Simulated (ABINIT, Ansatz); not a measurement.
## BP (F-43m): changed settings of a GW run in ABINIT

What do changed inputs do to GW on BP (F-43m)?

Program: ABINIT 10.8.3. Level of theory: PBE and many-body steps on it, plane waves. Results are calculated unless marked as measured.

### 1. Starting point

It takes space group F-43m (No. 216, cubic). The conventional cell has a = 4.538 Å, b = 4.538 Å, c = 4.538 Å, α = 90.00°, β = 90.00°, γ = 90.00°. B has 4 P at 1.97 Å nearest. Nearest to P lie 4 B at 1.97 Å. Farther neighbours are not listed.

The cell and positions come from the Crystallography Open Database and are kept as given unless a step says otherwise.

### 2. Screening, 6×6×6 mesh, 177 bands, screening to 283 eV

This step: ABINIT 10.8.3; RPA screening on PBE, plane waves, norm-conserving pseudopotentials.

The RPA dielectric matrix is built and inverted for each q.

File run.abi:

```
acell 3*1.0 Angstrom
rprim 
  0.000000000000 2.269000000000 2.269000000000
  2.269000000000 0.000000000000 2.269000000000
  2.269000000000 2.269000000000 0.000000000000
ntypat 2
znucl 5 15
natom 2
typat 1 2
xred 
  0.000000000000 0.000000000000 0.000000000000
  0.250000000000 0.250000000000 0.250000000000
pp_dirpath "pseudos"
pseudos "B.upf, P.upf"
ecut 34
ngkpt 6 6 6
nshiftk 1
shiftk 0 0 0
kptopt 1
chksymbreak 0
istwfk *1
occopt 1
irdwfk 1
optdriver 3
nband 177
ecuteps 10.4
inclvkb 2
awtr 1
symchi 1
indata_prefix "in"
outdata_prefix "out"
tmpdata_prefix "tmp"
```

The run is started by

```
OMP_NUM_THREADS=1 mpirun -n 4 abinit run.abi > log
```

The log of the run:

```text
.Version 10.8.3 of ABINIT. v10.8.2 released Aug 2026.

 Symmetries : space group F-4 3 m (#216); Bravais cF (face-center cubic)
[... echo of the input left out ...]
== DATASET  1 ==================================================================
-   mpi_nproc: 4, omp_nthreads: 1 (-1 if OMP is not activated)

--- !DatasetInfo
iteration_state: {dtset: 1, }
dimensions: {natom: 2, nkpt: 16, mband: 177, nsppol: 1, nspinor: 1, nspden: 1, mpw: 1524, }
cutoff_energies: {ecut:  34.0, pawecutdg:  -1.0, }
electrons: {nelect:   8.00000000E+00, charge:   0.00000000E+00, occopt:   1.00000000E+00, tsmear:   1.00000000E-02, }

 SCREENING: Calculation of the susceptibility and dielectric matrices

 Based on a program developped by R.W. Godby, V. Olevano, G. Onida, and L. Reining.
 Incorporated in ABINIT by V. Olevano, G.-M. Rignanese, and M. Torrent.
.Using double precision arithmetic ; gwpc =  8

[... cell and pseudopotentials left out ...]
--------------------------------------------------------------------------------

 ==== K-mesh for the wavefunctions ====
 Number of points in the irreducible wedge :    16
[... list of points left out ...]
 Together with 24 symmetry operations and time-reversal symmetry
 yields   216 points in the full Brillouin Zone.

 ==== Q-mesh for the screening function ====
 Number of points in the irreducible wedge :    16
[... list of points left out ...]
 Together with 24 symmetry operations and time-reversal symmetry
 yields   216 points in the full Brillouin Zone.

 setmesh: FFT mesh size selected  =    25x   25x   25
          total number of points  =        15625

 vcoul_init : cutoff-mode = AUXILIARY_FUNCTION
 q-points for optical limit:   1
     1)      0.000010    0.000020    0.000030

- screening: taking advantage of time-reversal symmetry
- Maximum band index for partially occupied states nbvw = 4
- Remaining bands to be divided among processors   nbcw = 173
- Number of bands treated by each node ~43

 Number of electrons calculated from density =    8.0000; Expected =    8.0000
 average of density, n =  0.050741
 r_s =    1.6757
 omega_plasma =   21.7288 [eV]

 calculating chi0 at frequencies [eV] :
  1    0.000000E+00    0.000000E+00
  2    0.000000E+00    2.172879E+01

--------------------------------------------------------------------------------
  q-point number  1        q = ( 0.000000, 0.000000, 0.000000) [r.l.u.]
--------------------------------------------------------------------------------
[... chi0 elements left out ...]
 For q-point:  0.000010 0.000020 0.000030
  dielectric constant =   9.7363
  dielectric constant without local fields =  10.6503

  Average fulfillment of the sum rule on Im[epsilon] for q-point    1 :     94.75  [%]
[... wings left out ...]
  q-point number  2        q = ( 0.166667, 0.000000, 0.000000) [r.l.u.]
--------------------------------------------------------------------------------
[... chi0 elements left out ...]
  Average fulfillment of the sum rule on Im[epsilon] for q-point    2 :     95.91  [%]

 [... 14 further q-points ...]
```

Elapsed: 79 s, on 4 MPI ranks of Intel Xeon 6975P-C (Granite Rapids), shared host; peak memory 1.2 GiB; 4.6 min of CPU time.

This step gave:

```yaml
eps_infinity_with_local_fields_on_this_mesh_along_the_program_s_q_direction: 9.736
the_same_without_local_fields: 10.65
plasma_frequency: 21.73 eV
plane_waves_in_the_screening_matrix: 259
```

Local fields lower ε∞ by 9 %.

### 3. Base

The self-energy is evaluated for the states that the input lists, and the levels follow from it, in one-shot runs by the linearised quasiparticle equation.

This step: G0W0 on PBE, plane waves, norm-conserving pseudopotentials.

run.abi: that of step 2 with these lines changed.

```diff
@@ -23,8 +23,17 @@
 irdwfk 1
-optdriver 3
+optdriver 4
 nband 177
+gwcalctyp 0
+ecutsigx 34
+symsigma 1
+nkptgw 2
+kptgw 
+  0.0000000000 0.0000000000 0.0000000000
+  0.5000000000 0.5000000000 0.0000000000
+bdgw 
+  2 7
+  3 6
 ecuteps 10.4
-inclvkb 2
-awtr 1
-symchi 1
+irdscr 1
+ppmodel 1
 indata_prefix "in"
```

The log of the run:

```text
.Version 10.8.3 of ABINIT. v10.8.2 released Aug 2026.

 Symmetries : space group F-4 3 m (#216); Bravais cF (face-center cubic)
[... echo of the input left out ...]
== DATASET  1 ==================================================================
-   mpi_nproc: 4, omp_nthreads: 1 (-1 if OMP is not activated)

--- !DatasetInfo
iteration_state: {dtset: 1, }
dimensions: {natom: 2, nkpt: 16, mband: 177, nsppol: 1, nspinor: 1, nspden: 1, mpw: 1524, }
cutoff_energies: {ecut:  34.0, pawecutdg:  -1.0, }
electrons: {nelect:   8.00000000E+00, charge:   0.00000000E+00, occopt:   1.00000000E+00, tsmear:   1.00000000E-02, }

 SIGMA: Calculation of the GW corrections

 Based on a program developped by R.W. Godby, V. Olevano, G. Onida, and L. Reining.
 Incorporated in ABINIT by V. Olevano, G.-M. Rignanese, and M. Torrent.
.Using double precision arithmetic ; gwpc =  8

[... cell and pseudopotentials left out ...]
--------------------------------------------------------------------------------

 ==== K-mesh for the wavefunctions ====
 Number of points in the irreducible wedge :    16
[... list of points left out ...]
 Together with 24 symmetry operations and time-reversal symmetry
 yields   216 points in the full Brillouin Zone.

 ==== Q-mesh for screening function ====
 Number of points in the irreducible wedge :    16
[... list of points left out ...]
 Together with 24 symmetry operations and time-reversal symmetry
 yields   216 points in the full Brillouin Zone.

 vcoul_init : cutoff-mode = AUXILIARY_FUNCTION
 q-points for optical limit:   1
     1)      0.000010    0.000020    0.000030
 setmesh: FFT mesh size selected  =    32x   32x   32
          total number of points  =        32768

 Number of electrons calculated from density =    8.0000; Expected =    8.0000
 average of density, n =  0.050741
 r_s =    1.6757
 omega_plasma =   21.7288 [eV]

 === KS Band Gaps ===
  >>>> For spin  1
   Minimum direct gap =   3.4068 [eV], located at k-point      :   0.0000  0.0000  0.0000
   Fundamental gap    =   1.3473 [eV], Top of valence bands at :   0.0000  0.0000  0.0000
                                       Bottom of conduction at :   0.5000  0.5000  0.0000
 SIGMA fundamental parameters:
 PLASMON POLE MODEL  1
 number of plane-waves for SigmaX                 1459
 number of plane-waves for SigmaC and W            259
 number of plane-waves for wavefunctions          1459
 number of bands                                   177
 number of independent spin polarizations            1
 number of spinorial components                      1
 number of k-points in IBZ                          16
 number of q-points in IBZ                          16
 number of symmetry operations                      24
 number of k-points in BZ                          216
 number of q-points in BZ                          216
 number of frequencies for dSigma/dE                 9
 frequency step for dSigma/dE [eV]                0.25
 number of omega for Sigma on real axis              0
 max omega for Sigma on real axis  [eV]           0.00
 zcut for avoiding poles [eV]                     0.10

 EPSILON^-1 parameters (SCR file):
 dimension of the eps^-1 matrix on file            259
 dimension of the eps^-1 matrix used               259
 number of plane-waves for wavefunctions          1459
 number of bands                                   177
 number of q-points in IBZ                          16
 number of frequencies                               2
 number of real frequencies                          1
 number of imag frequencies                          1

 matrix elements of self-energy operator (all in [eV])

 Perturbative Calculation

--- !SelfEnergy_ee
iteration_state: {dtset: 1, }
kpoint     : [   0.000,    0.000,    0.000, ]
spin       : 1
KS_gap     :    3.407
QP_gap     :    4.286
Delta_QP_KS:    0.880
data: !SigmaeeData |
     Band     E0 <VxcDFT>   SigX SigC(E0)      Z dSigC/dE  Sig(E)    E-E0       E
        2   7.266 -13.300 -15.048   0.885   0.791  -0.264 -13.983  -0.683   6.582
        3   7.266 -13.300 -15.048   0.885   0.791  -0.264 -13.983  -0.683   6.582
        4   7.266 -13.300 -15.048   0.885   0.791  -0.264 -13.983  -0.683   6.582
        5  10.672 -12.025  -7.238  -4.540   0.793  -0.261 -11.829   0.196  10.869
        6  10.672 -12.025  -7.238  -4.540   0.793  -0.261 -11.829   0.196  10.869
        7  10.672 -12.025  -7.238  -4.540   0.793  -0.261 -11.829   0.196  10.869

--- !SelfEnergy_ee
iteration_state: {dtset: 1, }
kpoint     : [   0.500,    0.500,    0.000, ]
spin       : 1
KS_gap     :    5.461
QP_gap     :    6.360
Delta_QP_KS:    0.899
data: !SigmaeeData |
     Band     E0 <VxcDFT>   SigX SigC(E0)      Z dSigC/dE  Sig(E)    E-E0       E
        3   3.152 -12.497 -15.992   2.390   0.772  -0.295 -13.350  -0.853   2.299
        4   3.152 -12.497 -15.992   2.390   0.772  -0.295 -13.350  -0.853   2.299
        5   8.613 -10.826  -6.523  -4.246   0.804  -0.243 -10.780   0.046   8.659
        6   8.933 -10.680  -6.271  -4.287   0.809  -0.236 -10.581   0.099   9.031

== END DATASET(S) ==============================================================
================================================================================

 -outvars: echo values of variables after computation  --------
           etotal      0.0000000000E+00
            nband         177
             nkpt          16
          spgroup         216
 [... the other variables as echoed above ...]

 Calculation completed.
```

The job ended after 31 s (4 MPI ranks; peak memory 1.3 GiB).

This step gave:

```yaml
g0w0_gap_on_the_points_computed: 2.077 eV
starting_gap_on_the_mesh: 1.347 eV
k_of_the_valence_top: 0, 0, 0
k_of_the_conduction_bottom: 0.5, 0.5, 0
z_at_the_valence_top: 0.791
z_at_the_conduction_bottom: 0.804
least_direct_g0w0_gap_on_the_computed_points: 4.287 eV
```

The gap on the mesh goes from 1.35 eV to 2.08 eV, a correction of +0.73 eV.

### 4. Contour deformation on a plasmon-pole file

run.abi: that of step 3 with these lines changed.

```diff
@@ -25,3 +25,3 @@
 nband 177
-gwcalctyp 0
+gwcalctyp 2
 ecutsigx 34
@@ -37,3 +37,2 @@
 irdscr 1
-ppmodel 1
 indata_prefix "in"
```

The log of the run:

```text
.Version 10.8.3 of ABINIT. v10.8.2 released Aug 2026.

 Symmetries : space group F-4 3 m (#216); Bravais cF (face-center cubic)
================================================================================
 Values of the parameters that define the memory need of the present run
     intxc =       0    ionmov =       0      iscf =       7    lmnmax =       6
     lnmax =       6     mgfft =      32  mpssoang =       3    mqgrid =    3001
     natom =       2  nloc_mem =       1    nspden =       1   nspinor =       1
    nsppol =       1      nsym =      24    n1xccc =    2501    ntypat =       2
    occopt =       1   xclevel =       2
-    mband =         177        mffmem =           1         mkmem =           4
       mpw =        1524          nfft =       32768          nkpt =          16
================================================================================
  Rough estimation (10% accuracy) of disk space for files :
================================================================================

--------------------------------------------------------------------------------
------------- Echo of variables that govern the present computation ------------
--------------------------------------------------------------------------------
 -outvars: echo values of preprocessed input variables --------
            acell      1.8897261259E+00  1.8897261259E+00  1.8897261259E+00 Bohr

             bdgw           2       7       3       6
      chksymbreak           0
             ecut      3.40000000E+01 Hartree
          ecuteps      1.04000000E+01 Hartree
         ecutsigx      3.40000000E+01 Hartree
          ecutwfn      3.40000000E+01 Hartree
-          fftalg         312
        gwcalctyp           2
           irdscr           1
[...]
setmesh: FFT mesh size selected  =    32x   32x   32
          total number of points  =        32768

 Number of electrons calculated from density =    8.0000; Expected =    8.0000
 average of density, n =  0.050741
 r_s =    1.6757
 omega_plasma =   21.7288 [eV]

 === KS Band Gaps ===
  >>>> For spin  1
   Minimum direct gap =   3.4068 [eV], located at k-point      :   0.0000  0.0000  0.0000
   Fundamental gap    =   1.3473 [eV], Top of valence bands at :   0.0000  0.0000  0.0000
                                       Bottom of conduction at :   0.5000  0.5000  0.0000
 SIGMA fundamental parameters:
 CONTOUR DEFORMATION
 number of plane-waves for SigmaX                 1459
 number of plane-waves for SigmaC and W            259
 number of plane-waves for wavefunctions          1459
 number of bands                                   177
 number of independent spin polarizations            1
 number of spinorial components                      1
 number of k-points in IBZ                          16
 number of q-points in IBZ                          16
 number of symmetry operations                      24
 number of k-points in BZ                          216
 number of q-points in BZ                          216
 number of frequencies for dSigma/dE                 9
 frequency step for dSigma/dE [eV]                0.25
 number of omega for Sigma on real axis              0
 max omega for Sigma on real axis  [eV]           0.00
 zcut for avoiding poles [eV]                     0.10

 EPSILON^-1 parameters (SCR file):
 dimension of the eps^-1 matrix on file            259
 dimension of the eps^-1 matrix used               259
 number of plane-waves for wavefunctions          1459
 number of bands                                   177
 number of q-points in IBZ                          16
 number of frequencies                               2
 number of real frequencies                          1
 number of imag frequencies                          1

 matrix elements of self-energy operator (all in [eV])

 Perturbative Calculation

--- !ERROR
message: |
    Fatal error

--- !ERROR
message: |
    Fatal error

--- from the log ---
Fatal error
```

It took 2.3 s on 4 MPI ranks; peak memory 0.17 GiB.

The run stopped with an error after 2.3 s.

The fault put into this input: contour deformation on a plasmon-pole file.

### 5. The runs together

Times are wall times on 4 MPI ranks of Intel Xeon 6975P-C (Granite Rapids), shared host, good to a factor of about two. A run's time includes the screening step that it read.

| run | mesh | bands | screening cutoff (eV) | DFT gap (eV) | gap on the mesh (eV) | direct (eV) | ε∞ used | time |
| --- | --- | --- | --- | --- | --- | --- | --- | --- |
| base | 6×6×6 | 177 | 283 | 1.347 | 2.077 | 4.287 | 9.74 | 1.8 min |

### 6. Outcome

* base: 2.077 eV
* known limits: not at the basis limit

What this shows: Bands and cutoff are finite, so the gap is not at the basis limit. The miss can reach some tenths of an eV and take either sign; the mesh is an error of its own. In the G0W0 run levels were corrected at 2 k points alone, so a gap called «on the mesh» is the least over those, and an edge elsewhere would be missed. A denser mesh or path gives a starting gap of 1.26 eV: the GW mesh misses a band edge, so its gaps are not the fundamental one.

[Paths, hosts, dates, memory and timing lines, banners, echoed tables and standing remarks are left out of the program output.]

[Logs are printed without paths, hosts, clocks, repeated set-up lines and the standing remarks that a program may print on its own settings, such as how far it seeks lower states.]

[Runs of the session that timed out or met a known fault of the program may be left out.]

[Hosts, paths, dates, database ids (printed as entryN), source tags and the programs' standing remarks are cut or masked in the printed files.]

[G0W0 gaps are taken among the corrected bands and points alone; a level outside them can change the order at an edge.]

[Where Ansatz stands beside ABINIT at settings called matched, ABINIT's density can come from a denser mesh and the files from another edition; pairs whose starting gaps differed by over 0.03 eV were left out, so agreement reads better than it is.]
